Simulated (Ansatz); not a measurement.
The calculation used Ansatz 0.2.0, DFT PBE, scalar-relativistic, plane waves, PAW. Settings: cutoff 420 eV, Γ-centred meshes spaced at most about 0.3 Å⁻¹, and about 0.25 Å⁻¹ or finer for metals (2π included), Gaussian smearing. No spin polarisation.

Each guess is relaxed in cell and atoms at zero pressure, on a coarse mesh first where it starts far from rest and then on a converged one. The steps can't lower the symmetry of the start, but it can rise. Energies are static (0 K, no zero-point motion).

Two unrelaxed guesses for Bi4Te:

A.

```cif
data_structure
_symmetry_space_group_name_H-M 'R32:H'
_symmetry_Int_Tables_number 155
_cell_length_a 6.6215
_cell_length_b 6.6215
_cell_length_c 13.0584
_cell_angle_alpha 90.000
_cell_angle_beta 90.000
_cell_angle_gamma 120.000
_cell_volume 495.83
loop_
_atom_site_label
_atom_site_type_symbol
_atom_site_symmetry_multiplicity
_atom_site_Wyckoff_symbol
_atom_site_fract_x
_atom_site_fract_y
_atom_site_fract_z
_atom_site_occupancy
Bi1 Bi 3 b 0.33333 0.66667 0.16667 1
Bi2 Bi 9 d 0.23508 0.33333 0.33333 1
Te1 Te 3 a 0.00000 0.00000 0.00000 1
```

B.

```cif
data_structure
_symmetry_space_group_name_H-M 'Im-3m'
_symmetry_Int_Tables_number 229
_cell_length_a 6.8410
_cell_length_b 6.8410
_cell_length_c 6.8410
_cell_angle_alpha 90.000
_cell_angle_beta 90.000
_cell_angle_gamma 90.000
_cell_volume 320.15
loop_
_atom_site_label
_atom_site_type_symbol
_atom_site_symmetry_multiplicity
_atom_site_Wyckoff_symbol
_atom_site_fract_x
_atom_site_fract_y
_atom_site_fract_z
_atom_site_occupancy
Bi1 Bi 8 c 0.25000 0.25000 0.75000 1
Te1 Te 2 a 0.00000 0.00000 0.00000 1
```

Task: Where do they end, and which end is lower?

Result: A ends lower, by 107 meV/atom. A: R32 at 33.1 Å³/atom → R32 at 42.4 Å³/atom; B: Im-3m at 32.0 Å³/atom → Im-3m at 37.9 Å³/atom. Counting Bi atoms around Te (those within 1.25 times the shortest such distance or 1.15 times the sum of covalent radii, 1.27 where that leaves under three), the end of A has Te 3 and the end of B has Te 8. End of A. Conventional cell: a = 6.845 Å, c = 15.657 Å. Bi on a site of symmetry 32 has 6 Bi at 3.30 Å; Bi on a site of symmetry 2 is surrounded by 1 Te at 3.02 Å, 6 Bi at 3.30–3.49 Å and 1 Te at 3.82 Å; Te has 3 Bi at 3.02 Å and 3 Bi at 3.82 Å. End of B. Conventional cell: a = 7.236 Å. Bi is surrounded by 2 Te at 3.13 Å and 6 Bi at 3.62 Å; Te has 8 Bi at 3.13 Å.

Ends held by symmetry can be saddle points. Neither end is the lowest form computed: that has space group P6/mmm (No. 191) and lies 94 meV/atom below the better end. Even the lowest of the cells shown lies +0.20 eV/atom against the elements. These runs have no spin–orbit coupling, which can matter for Bi and Te. Some types were kept out of the candidates beforehand, so the set may lack a known form.
